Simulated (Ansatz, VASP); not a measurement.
# GaAs: VASP beside Ansatz, part 2 of 2

Wanted: the spread between two codes on one cell, functional and k mesh. The cell is taken from a series of VASP runs on this material, whose earlier steps may have relaxed, scaled or displaced it; both programs get it as it stands.

VASP 6.6.1 and Ansatz 0.2.0.

So far. Step 4 (Side by side): The walks stopped with -0.01 GPa left in Ansatz and 0.02 GPa in VASP; each walk ends within a tolerance, so the volume difference is uncertain by about these residues over the bulk modulus, most in soft cells.

## 5. VASP: relaxation of cell and atoms, PBE

Level of this step: PBE; plane waves and PAW (As, Ga_d) (VASP).

The relaxed volume is the usual yardstick between codes: its relative difference is about their pressure difference at one cell divided by the bulk modulus. The cell compared in this pair holds 46.53 Å³, against 45.32 Å³ for the pair before.

File INCAR:

```
SYSTEM = GaAs
PREC = Accurate
ENCUT = 450
EDIFF = 1E-06
NELM = 100
ISMEAR = 0
SIGMA = 0.03
LREAL = .FALSE.
ALGO = Normal
GGA = PE
NBANDS = 15
LORBIT = 11
LWAVE = .FALSE.
LCHARG = .FALSE.
KPAR = 4
IBRION = 2
NSW = 50
ISIF = 3
EDIFFG = -0.006
```

File POSCAR:

```
GaAs
1.0
    0.0000000000      2.8548404342      2.8548404342
    2.8548404342      0.0000000000      2.8548404342
    2.8548404342      2.8548404342      0.0000000000
As Ga
1 1
Direct
    0.7500000000      0.7500000000      0.7500000000
    0.0000000000      0.0000000000      0.0000000000
```

File KPOINTS:

```
Automatic mesh
0
Gamma
6 6 6
0 0 0
```

Potentials, in the order of the species: As and Ga_d (PBE family, release 64).

On the command line:

```bash
$ mpirun -np 4 vasp_std
```

Numbers of over 12 decimals in the logs are rounded to 6 here.

What it wrote:

```text
[banner, memory and clock lines left out]
running    4 mpi-ranks, on    1 nodes
[...]
LDA part: xc-table for (Slater+PW92), standard interpolation
 POSCAR, INCAR and KPOINTS ok, starting setup
[...]
entering main loop
       N       E                     dE             d eps       ncg     rms          rms(c)
DAV:   1     0.785169764096E+02    0.78517E+02   -0.85108E+03   488   0.149E+03
DAV:   2    -0.237399382465E+01   -0.80891E+02   -0.76845E+02   543   0.295E+02
DAV:   3    -0.831420905143E+01   -0.59402E+01   -0.59209E+01   571   0.668E+01
DAV:   4    -0.840346223737E+01   -0.89253E-01   -0.89244E-01   578   0.905E+00
[...]
DAV:  10    -0.824332798399E+01   -0.72220E-04   -0.73941E-05   616   0.863E-02    0.285E-02
DAV:  11    -0.824338329772E+01   -0.55314E-04   -0.80043E-05   515   0.698E-02    0.340E-03
DAV:  12    -0.824338362334E+01   -0.32563E-06   -0.12576E-06   551   0.161E-02
   1 F= -.82433836E+01 E0= -.82433836E+01  d E =-.824338E+01
[...]
DAV:   6    -0.824648056168E+01    0.33711E-05   -0.14983E-05   620   0.581E-02    0.830E-03
DAV:   7    -0.824648167760E+01   -0.11159E-05   -0.42721E-06   529   0.357E-02    0.187E-03
DAV:   8    -0.824648175760E+01   -0.80002E-07   -0.50721E-07   415   0.707E-03
   2 F= -.82464818E+01 E0= -.82464747E+01  d E =-.309813E-02
 trial-energy change:   -0.003098  1 .order   -0.003261   -0.009526    0.003004
 step:   0.7455(harm=  0.7602)  dis= 0.00000  next Energy=    -8.246867 (dE=-0.348E-02)
[...]
N       E                     dE             d eps       ncg     rms          rms(c)
DAV:   1    -0.825361848448E+01   -0.71368E-02   -0.84136E-02   606   0.513E+00    0.473E-01
DAV:   2    -0.824835636416E+01    0.52621E-02   -0.88752E-03   592   0.201E+00    0.217E-01
DAV:   3    -0.824703540166E+01    0.13210E-02   -0.14509E-03   606   0.691E-01    0.478E-02
DAV:   4    -0.824691867134E+01    0.11673E-03   -0.14052E-04   553   0.152E-01    0.168E-02
DAV:   5    -0.824690108155E+01    0.17590E-04   -0.12428E-05   564   0.473E-02    0.317E-03
DAV:   6    -0.824690105759E+01    0.23959E-07   -0.49939E-07   289   0.833E-03
   3 F= -.82469011E+01 E0= -.82469008E+01  d E =-.351743E-02
[...]
reached required accuracy - stopping structural energy minimisation
```

OUTCAR, selected parts (step 5):

```text
  Total        0.0099356      0.0099356      0.0099356      0.0000000      0.0000000      0.0000000
  in kB        0.3354732      0.3354732      0.3354732      0.0000000      0.0000000      0.0000000
  external PRESSURE =       0.3354732 kB  Pullay stress =       0.0000000 kB

 POSITION                                       TOTAL-FORCE (eV/Angst)
 -----------------------------------------------------------------------------------
      4.31020      4.31020      4.31020         0.000000      0.000000      0.000000
      0.00000      0.00000      0.00000        -0.000000     -0.000000     -0.000000
 -----------------------------------------------------------------------------------
    total drift:                               -0.000003     -0.000003     -0.000003

  FREE ENERGIE OF THE ION-ELECTRON SYSTEM (eV)
  ---------------------------------------------------
  free  energy   TOTEN  =        -8.2469010576 eV

  energy  without entropy=       -8.2469005811  energy(sigma->0) =       -8.24690082

[... 2 parts as in an earlier step ...]

[... 2 further parts left out ...]
[key lines of the parts left out:]
E-fermi :   3.5719
```

## 6. Ansatz: relaxation of cell and atoms, PBE

The same cell, functional, mesh and smearing now go to Ansatz, which takes its cutoff from its data sets.

The cell is taken from a series of VASP runs on this material, whose earlier steps may have relaxed, scaled or displaced it; both programs get it as it stands.

File input.yaml:

```yaml
crystal:
  lattice:
    - [0.0, 2.8548404342, 2.8548404342]
    - [2.8548404342, 0.0, 2.8548404342]
    - [2.8548404342, 2.8548404342, 0.0]
  atoms:
    - { symbol: As, position: [0.75, 0.75, 0.75] }
    - { symbol: Ga, position: [0.0, 0.0, 0.0] }
hamiltonian:
  xc: pbe
  pseudopotentials: { kind: paw }
kpoints:
  mp_grid: { grid: [6, 6, 6] }
scf:
  occupations: { method: gaussian, width: 0.03 }
relax:
  f_tol: 0.01
  max_steps: 60
  cell: { stress_tol: 0.05 }
output:
  forces: true
  stress: true
```

On the command line:

```bash
$ ansatz run input.yaml --threads 4 --pin off --max-ram 9216MiB --backend cpu --events-out ev --progress --plain --runs-dir out
```

What it wrote:

```text
[...]
Crystal: 2 atoms, lattice volume = 46.535 Å³
Basis set: ecut = 420 eV, 941 PW (Γ), exchange–correlation on 54×54×54 points (8 copies of the dense FFT grid, shifted against one another)
Bands: 18, of which v1, the nominal top of the filled ones, is band 14 counted from 1 (13 counted from 0)
Symmetry: 24 space group operations
[...]
k-points: 16 of 216 (time reversal used)
[...]
0.000000       0.007092       0.000000
        0.000000       0.000000       0.007092
  P = ⅓ Tr σ = 0.0071 GPa (0.071 kbar)
--- Relaxed structure (3 steps of the walk, 3 accepted, 1 SCFs on fresh bases) ---
[...]
cell:  # Å, volume = 47.3690 Å³
    - [0, 2.871804, 2.871804]
    - [2.871804, 0, 2.871804]
    - [2.871804, 2.871804, 0]
  atoms:
    - { symbol: As, position: [0.750000, 0.750000, 0.750000] }
    - { symbol: Ga, position: [0, 0, 0] }
[key lines of the parts left out:]
SCF converged after 6 iterations
Free energy (F): -8639.835385 eV
Fermi energy:    7.648432 eV
```

Elapsed: 1.8 s, on 4 threads of Arm Neoverse V2, shared host; peak memory 0.33 GiB.

## 7. Side by side

The two programs side by side:

```
                                         quantity  Ansatz   VASP  difference
                                      volume (Å³)   47.37  47.45     -0.17 %
edge a after relaxation, in the typed setting (Å)   4.061  4.064     -0.06 %
```

The walks stopped with 0.01 GPa left in Ansatz and 0.03 GPa in VASP; each walk ends within a tolerance, so the volume difference is uncertain by about these residues over the bulk modulus, most in soft cells.

## 8. Summary of results

- difference in volume (relaxation of cell and atoms, PBEsol): -0.063 %
- difference in volume (relaxation of cell and atoms, PBE): -0.17 %

**Reading.** The difference in volume is -0.17 % (relaxation of cell and atoms, PBE), within the 1.2 % picked in this series as the mark of a large difference, as far as the stopping tolerances let one tell. Such differences can come from data sets, numerical settings and the points named under the comparisons, not from the functional's error against experiment.

[Lines on the potential files, build, host, timing and source positions are cut from VASP's logs without a mark.]

[Logs are printed without paths, hosts, clocks, repeated set-up lines and the standing remarks that a program may print on its own settings, such as how far it seeks lower states.]

[Hosts, paths, dates, database ids (printed as entryN), source tags and the programs' standing remarks are cut or masked in the printed files.]
